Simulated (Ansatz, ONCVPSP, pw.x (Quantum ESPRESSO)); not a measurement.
From atom to crystal: ONCV potential for tellurium

| Property | Result |
| --- | --- |
| Element | Te (Z = 52) |
| Generator | ONCVPSP 4.0.1.1 (patched build) |
| Type | optimised norm-conserving Vanderbilt (ONCV) |
| Functional | LDA (Perdew-Wang 92) |
| Relativity | scalar-relativistic |
| Frozen core | [Kr] 4d10 |
| Valence charge | 6 |
| Reference configuration | 5s1.75 5p4.25 |
| Partial waves | 5s: rc 1.95 bohr, ncon 4, nbas 7, qcut 2.7 1/bohr, 2 projectors, debl 3.9 Ha; 5p: rc 2.05 bohr, ncon 3, nbas 6, qcut 3.6 1/bohr, 2 projectors, debl 3.9 Ha |
| Local potential | polynomial inside 1.80 bohr (lpopt 4, dvloc0 3 Ha) |
| Core correction | Teter function, fcfact 3, rcfact 1.7 |

Atomic tests: cutoffs needed: 27 Ha and 33 Ha (the cutoffs (Ha) at which the residual kinetic energy of the hardest occupied pseudo-wave falls to 1 and 0.1 mHa per electron); ghost test: no bound ghost flagged; GHOST(+) flagged for s at 187.8 eV; largest excitation error: -389 meV (all-electron minus pseudo) for 5s2 5p1, out of 4 test configurations.

Crystal test: fcc Te in pw.x 7.5, no spin, 12³ k-points, Fermi–Dirac smearing 0.01 Ry, cutoffs 80/320 Ry. The reference is all-electron LAPW (Ansatz 0.2.0) with the same functional, mesh and smearing; V0 and B0 come from Birch–Murnaghan fits to the pressures at five volumes. Errors are pseudo minus all-electron; Δ is the rms difference of the E(V) curves that follow from these fits, minima aligned, over ±6 % about the mean V0. Mesh and smearing are coarse, so the numbers serve the comparison and aren't converged zero-temperature values; the lattice is a test structure that the element need not adopt.

All-electron: a0 = 4.733 Å (V0 = 26.50 Å³/atom), B0 = 66.2 GPa.

Q: How far does the potential miss the all-electron equation of state?

A: mean pressure error (GPa): -12.33. The pressure does not cross zero within the volumes sampled, so no fit is given. This is a poor potential for the solid.

| V (Å³/atom) | P all-electron (GPa) | P pseudo (GPa) |
| --- | --- | --- |
| 25.065 | 4.19 | -10.46 |
| 25.724 | 2.10 | -11.26 |
| 26.384 | 0.29 | -11.93 |
| 27.044 | -1.29 | -12.47 |
| 27.703 | -2.66 | -12.90 |

Q: At the middle volume, how do free energy and pressure move when the wave cutoff is lowered (ecutrho kept at four times it)?

A:

| cutoff (Ry) | shift of F (meV/atom) | shift of P (GPa) |
| --- | --- | --- |
| 36 | +270.8 | -0.49 |
| 48 | +133.1 | -2.74 |
| 64 | +9.2 | -0.52 |

The run at the middle volume (72 k-points, 6 iterations) took about 30 s on one core of a shared host (Neoverse-N1, 64 threads, 124 GiB, load 59).
